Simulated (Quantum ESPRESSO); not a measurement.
Crystal: SrO.

```
CELL_PARAMETERS angstrom
0.00000 2.56630 2.56630
2.56630 0.00000 2.56630
2.56630 2.56630 0.00000
ATOMIC_POSITIONS crystal
Sr 0.50000 0.50000 0.50000
O 0.00000 0.00000 0.00000
```

- Program: Quantum ESPRESSO 7.5
- Task: phonons and Raman activities
- Functional: LDA
- Potentials or basis: JTH 2.0 LDA
- Cutoff: 490 eV
- Density cutoff: 2939 eV
- k mesh: 6 × 6 × 6, shifted
- Occupations: fermi-dirac, width 0.05 eV
- Spin: no spin polarisation
- Form of the LDA correlation: PW92
- Most SCF iterations: 120
- SCF threshold: 4e-10 Ry
- Mixing ndim: 16
- Mixing beta: 0.05

The first run showed a gap, so the response started from a second, tighter run with fixed occupations.

Q: How polar is the lattice: what are the Born charges, the two dielectric constants and the LO-TO splitting?

A: Born charges ±2.47 e; dielectric constants 3.87 (electrons alone) and 18.19 (static); transverse and longitudinal modes at 219 and 475 cm⁻¹.
